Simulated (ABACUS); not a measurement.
# Ir (Fm-3m) in ABACUS: notebook, part 2 of 2

ABACUS 3.10.1. The steps go on from the part before.

## Step 3: Equation of state, HLE16, 13.22 Å³/atom (volume scaled by 0.94)

Contents of run_abacus.py:

```python
"""ABACUS run from a structure file: ASE reads it, the script writes STRU, KPT and INPUT."""
import re
import subprocess
import spglib
from ase import Atoms
from ase.io import read
from ase.units import Bohr

atoms = read("Ir.cif")
cell, frac, numbers = spglib.standardize_cell((atoms.cell[:], atoms.get_scaled_positions(), atoms.numbers), to_primitive=True, symprec=1e-4)
atoms = Atoms(numbers=numbers, cell=cell, scaled_positions=frac, pbc=True)  # the primitive cell
atoms = atoms[(-atoms.numbers).argsort(kind="stable")]  # ABACUS lists atoms element by element
pseudo = {'Ir': 'Ir_ONCV_PBE-1.2.upf'}
orbital = {}
magmoms = None
kmesh = [10, 10, 10]
params = {
    'suffix': 'Ir',
    'calculation': 'scf',
    'basis_type': 'pw',
    'pseudo_dir': './',
    'symmetry': 1,
    'dft_functional': 'GGA_XC_HLE16',
    'ecutwfc': 68,
    'pseudo_rcut': 7,
    'nspin': 1,
    'nbands': 13,
    'ks_solver': 'dav',
    'smearing_method': 'fd',
    'smearing_sigma': 0.00367493,
    'scf_thr': 1e-08,
    'scf_nmax': 100,
    'mixing_type': 'broyden',
    'mixing_beta': 0.7,
    'cal_force': 1,
    'cal_stress': 1,
    'kpar': 4,
}

symbols = atoms.get_chemical_symbols()
elements = list(dict.fromkeys(symbols))
lines = ["ATOMIC_SPECIES"] + [f"{e} {atoms.get_masses()[symbols.index(e)]:.4f} {pseudo[e]}" for e in elements]
if orbital:
    lines += ["", "NUMERICAL_ORBITAL"] + [orbital[e] for e in elements]
lines += ["", "LATTICE_CONSTANT", f"{1 / Bohr:.10f}", "", "LATTICE_VECTORS"]
lines += [" ".join(f"{x:.10f}" for x in v) for v in atoms.cell]
lines += ["", "ATOMIC_POSITIONS", "Direct"]
for e in elements:
    lines += ["", e, "0.0", str(symbols.count(e))]
    for i, p in enumerate(atoms.get_scaled_positions(wrap=False)):
        if symbols[i] == e:
            mag = "" if magmoms is None else " mag " + " ".join(str(x) for x in (magmoms[i] if isinstance(magmoms[i], list) else [magmoms[i]]))
            lines.append(" ".join(f"{x:.10f}" for x in p) + " 1 1 1" + mag)
open("STRU", "w").write("\n".join(lines) + "\n")
open("KPT", "w").write("K_POINTS\n0\nGamma\n%d %d %d 0 0 0\n" % tuple(kmesh))
open("INPUT", "w").write("INPUT_PARAMETERS\n" + "".join(f"{k:<20s}{v}\n" for k, v in params.items()))

done = subprocess.run(['mpirun', '-np', '4', 'abacus'])
if done.returncode:
    raise SystemExit(done.returncode)
log = open("OUT.Ir/running_scf.log").read()
print("final energy (eV):", re.findall(r"FINAL_ETOT_IS (\S+)", log))
```

Contents of Ir.cif:

```cif
data_Ir
_cell_length_a 3.75299030
_cell_length_b 3.75299030
_cell_length_c 3.75299030
_cell_angle_alpha 90.00000000
_cell_angle_beta 90.00000000
_cell_angle_gamma 90.00000000
_space_group_name_H-M_alt 'Fm-3m'
_space_group_name_Hall '-F 4 2 3'
_space_group_IT_number 225
loop_
_space_group_symop_operation_xyz
'x,y,z'
'-x,-y,-z'
'-y,x,z'
'y,-x,-z'
'-x,-y,z'
'x,y,-z'
'y,-x,z'
'-y,x,-z'
'x,-y,-z'
'-x,y,z'
'-y,-x,-z'
'y,x,z'
'-x,y,-z'
'x,-y,z'
'y,x,-z'
'-y,-x,z'
'z,x,y'
'-z,-x,-y'
'z,-y,x'
'-z,y,-x'
'z,-x,-y'
'-z,x,y'
'z,y,-x'
'-z,-y,x'
'-z,x,-y'
'z,-x,y'
'-z,-y,-x'
'z,y,x'
'-z,-x,y'
'z,x,-y'
'-z,y,x'
'z,-y,-x'
'y,z,x'
'-y,-z,-x'
'x,z,-y'
'-x,-z,y'
'-y,z,-x'
'y,-z,x'
'-x,z,y'
'x,-z,-y'
'-y,-z,x'
'y,z,-x'
'-x,-z,-y'
'x,z,y'
'y,-z,-x'
'-y,z,x'
'x,-z,y'
'-x,z,-y'
'x,y+1/2,z+1/2'
'-x,-y+1/2,-z+1/2'
'-y,x+1/2,z+1/2'
[... 62 lines left out ...]
'-z+1/2,-x,-y+1/2'
'z+1/2,-y,x+1/2'
'-z+1/2,y,-x+1/2'
'z+1/2,-x,-y+1/2'
'-z+1/2,x,y+1/2'
'z+1/2,y,-x+1/2'
'-z+1/2,-y,x+1/2'
'-z+1/2,x,-y+1/2'
'z+1/2,-x,y+1/2'
'-z+1/2,-y,-x+1/2'
'z+1/2,y,x+1/2'
'-z+1/2,-x,y+1/2'
'z+1/2,x,-y+1/2'
'-z+1/2,y,x+1/2'
'z+1/2,-y,-x+1/2'
'y+1/2,z,x+1/2'
'-y+1/2,-z,-x+1/2'
'x+1/2,z,-y+1/2'
'-x+1/2,-z,y+1/2'
'-y+1/2,z,-x+1/2'
'y+1/2,-z,x+1/2'
'-x+1/2,z,y+1/2'
'x+1/2,-z,-y+1/2'
'-y+1/2,-z,x+1/2'
'y+1/2,z,-x+1/2'
'-x+1/2,-z,-y+1/2'
'x+1/2,z,y+1/2'
'y+1/2,-z,-x+1/2'
'-y+1/2,z,x+1/2'
'x+1/2,-z,y+1/2'
'-x+1/2,z,-y+1/2'
'x+1/2,y+1/2,z'
'-x+1/2,-y+1/2,-z'
'-y+1/2,x+1/2,z'
'y+1/2,-x+1/2,-z'
'-x+1/2,-y+1/2,z'
'x+1/2,y+1/2,-z'
'y+1/2,-x+1/2,z'
'-y+1/2,x+1/2,-z'
'x+1/2,-y+1/2,-z'
'-x+1/2,y+1/2,z'
'-y+1/2,-x+1/2,-z'
'y+1/2,x+1/2,z'
'-x+1/2,y+1/2,-z'
'x+1/2,-y+1/2,z'
'y+1/2,x+1/2,-z'
'-y+1/2,-x+1/2,z'
'z+1/2,x+1/2,y'
'-z+1/2,-x+1/2,-y'
'z+1/2,-y+1/2,x'
'-z+1/2,y+1/2,-x'
'z+1/2,-x+1/2,-y'
'-z+1/2,x+1/2,y'
'z+1/2,y+1/2,-x'
'-z+1/2,-y+1/2,x'
'-z+1/2,x+1/2,-y'
'z+1/2,-x+1/2,y'
'-z+1/2,-y+1/2,-x'
'z+1/2,y+1/2,x'
'-z+1/2,-x+1/2,y'
'z+1/2,x+1/2,-y'
'-z+1/2,y+1/2,x'
'z+1/2,-y+1/2,-x'
'y+1/2,z+1/2,x'
'-y+1/2,-z+1/2,-x'
'x+1/2,z+1/2,-y'
'-x+1/2,-z+1/2,y'
'-y+1/2,z+1/2,-x'
'y+1/2,-z+1/2,x'
'-x+1/2,z+1/2,y'
'x+1/2,-z+1/2,-y'
'-y+1/2,-z+1/2,x'
'y+1/2,z+1/2,-x'
'-x+1/2,-z+1/2,-y'
'x+1/2,z+1/2,y'
'y+1/2,-z+1/2,-x'
'-y+1/2,z+1/2,x'
'x+1/2,-z+1/2,y'
'-x+1/2,z+1/2,-y'
loop_
_atom_site_label
_atom_site_type_symbol
_atom_site_symmetry_multiplicity
_atom_site_Wyckoff_symbol
_atom_site_fract_x
_atom_site_fract_y
_atom_site_fract_z
_atom_site_occupancy
Ir1 Ir 4 a 0.0000000000 0.0000000000 0.0000000000 1
```

Potentials or basis: SG15 ONCV 1.2 PBE, plane waves.

On the command line:

```
$ OMP_NUM_THREADS=1 python run_abacus.py > log
```

Run time: 2.8 s. Hardware: 4 MPI ranks of Intel Xeon Platinum 8488C (Sapphire Rapids), shared host; peak memory 0.36 GiB.

It converged, with:

```yaml
Free_energy: -2958.5323 eV
Pressure: -39.1 GPa
Band_gap_on_the_k_mesh: none (metal or under the smearing width)
```

Caveat: the potentials were made for a functional far from this one; the potentials were made for another functional, which shifts forces and pressure.

## Step 4: Equation of state, HLE16, 13.78 Å³/atom (volume scaled by 0.98)

run_abacus.py is that of step 3.

Changes to Ir.cif since step 3:

```diff
@@ -1,5 +1,5 @@
 data_Ir
-_cell_length_a 3.75299030
-_cell_length_b 3.75299030
-_cell_length_c 3.75299030
+_cell_length_a 3.80548647
+_cell_length_b 3.80548647
+_cell_length_c 3.80548647
 _cell_angle_alpha 90.00000000
```

On the command line:

```
$ OMP_NUM_THREADS=1 python run_abacus.py > log
```

Run time: 2.7 s. Hardware: 4 MPI ranks of Intel Xeon Platinum 8488C (Sapphire Rapids), shared host; peak memory 0.36 GiB.

Results (log left out):

* Free energy: -2958.3747 eV
* Pressure: -50.2 GPa
* Band gap on the k mesh: none (metal or under the smearing width)

Caveat: the potentials were made for a functional far from this one; the potentials were made for another functional, which shifts forces and pressure.

## Step 5: Equation of state, HLE16, 14.34 Å³/atom (volume scaled by 1.02)

run_abacus.py is that of step 4.

Changes to Ir.cif since step 4:

```diff
@@ -1,5 +1,5 @@
 data_Ir
-_cell_length_a 3.80548647
-_cell_length_b 3.80548647
-_cell_length_c 3.80548647
+_cell_length_a 3.85657292
+_cell_length_b 3.85657292
+_cell_length_c 3.85657292
 _cell_angle_alpha 90.00000000
```

On the command line:

```
$ OMP_NUM_THREADS=1 python run_abacus.py > log
```

It took 2.8 s on 4 MPI ranks of Intel Xeon Platinum 8488C (Sapphire Rapids), shared host; peak memory 0.36 GiB.

It converged, with:

| Item | Value |
| --- | --- |
| Free energy | -2958.1840 eV |
| Pressure | -58.2 GPa |
| Band gap on the k mesh | none (metal or under the smearing width) |

Caveat: the potentials were made for a functional far from this one; the potentials were made for another functional, which shifts forces and pressure.

## Step 6: Equation of state, HLE16, 14.90 Å³/atom (volume scaled by 1.06)

run_abacus.py is that of step 5.

Changes to Ir.cif since step 5:

```diff
@@ -1,5 +1,5 @@
 data_Ir
-_cell_length_a 3.85657292
-_cell_length_b 3.85657292
-_cell_length_c 3.85657292
+_cell_length_a 3.90634065
+_cell_length_b 3.90634065
+_cell_length_c 3.90634065
 _cell_angle_alpha 90.00000000
```

Potentials or basis: SG15 ONCV 1.2 PBE, plane waves.

On the command line:

```
$ OMP_NUM_THREADS=1 python run_abacus.py > log
```

Run time: 2.7 s. Hardware: 4 MPI ranks of Intel Xeon Platinum 8488C (Sapphire Rapids), shared host; peak memory 0.36 GiB.

Results (log left out):

```
Free energy            : -2957.9695 eV
Pressure               : -63.8 GPa
Band gap on the k mesh : none (metal or under the smearing width)
```

Caveat: the potentials were made for a functional far from this one; the potentials were made for another functional, which shifts forces and pressure.

## Step 7: Equation of state, HLE16

Potentials or basis: SG15 ONCV 1.2 PBE, plane waves.

This step only gathers the single runs of the series.

Results:

- Equilibrium volume: 12.01 Å³/atom (rough: see the caveat)
- Bulk modulus: 531 GPa (rough)

Energy against volume, from the lowest point:
| volume (Å³/atom) | energy (meV/atom) |
| --- | --- |
| 13.215 | 0.00 |
| 13.778 | 157.56 |
| 14.340 | 348.32 |
| 14.902 | 562.75 |

Caveat: the potentials were made for a functional far from this one; the minimum lies outside the volumes run; the potentials were made for another functional, which shifts forces and pressure.
